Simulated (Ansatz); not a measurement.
**Ag: single point with PBE0**

Crystal: Ag.

```
CELL_PARAMETERS angstrom
-1.65565 1.65565 1.65565
1.65565 -1.65565 1.65565
1.65565 1.65565 -1.65565
ATOMIC_POSITIONS crystal
Ag 0.00000 0.00000 0.00000
```

This isn't the form of Ag at room conditions, which is fcc.

```
Program             : Ansatz 0.2.0
Task                : single point
Functional          : PBE0
Potentials or basis : Ansatz PAW
Cutoff              : 420 eV (not typed: the program's choice for these potentials)
k mesh              : 6 × 6 × 6
Occupations         : fermi-dirac, width 0.05 eV
Spin                : no spin polarisation
```

```json
{
 "Pressure": "-1.3 GPa",
 "Band gap on the k mesh": "none (metal or under the smearing width)"
}
```

Levels at points of the mesh, in eV from the Fermi level:
```
              k point  band 5  band 6  band 7  band 8  band 9  band 10  band 11  band 12  band 13  band 14
   (0.00, 0.00, 0.00)   -8.84   -6.66   -6.66   -6.66   -5.41    -5.41    18.63    18.63    18.63    24.79
  (0.00, 0.00, -0.50)   -7.99   -7.41   -5.43   -5.25   -4.31    -0.32     4.55    14.08    15.25    20.46
(-0.50, -0.50, -0.50)   -8.05   -8.05   -4.57   -4.57   -4.57     7.65     7.65     7.65    13.56    13.98
```

Run time: 8.3 s on 1 × NVIDIA H100 80GB HBM3 with 2 threads of AMD EPYC 7R13 Processor (Zen 3), on a shared host, peak memory 1.3 GiB.

Caveat: the k mesh is coarse (spacing up to 0.45 Å⁻¹), so the values aren't converged, least of all with exact exchange; the PAW data sets come from PBE, with cores solved anew for the run's functional, which leaves a small shift of forces and pressure; the thresholds are loose for stress.
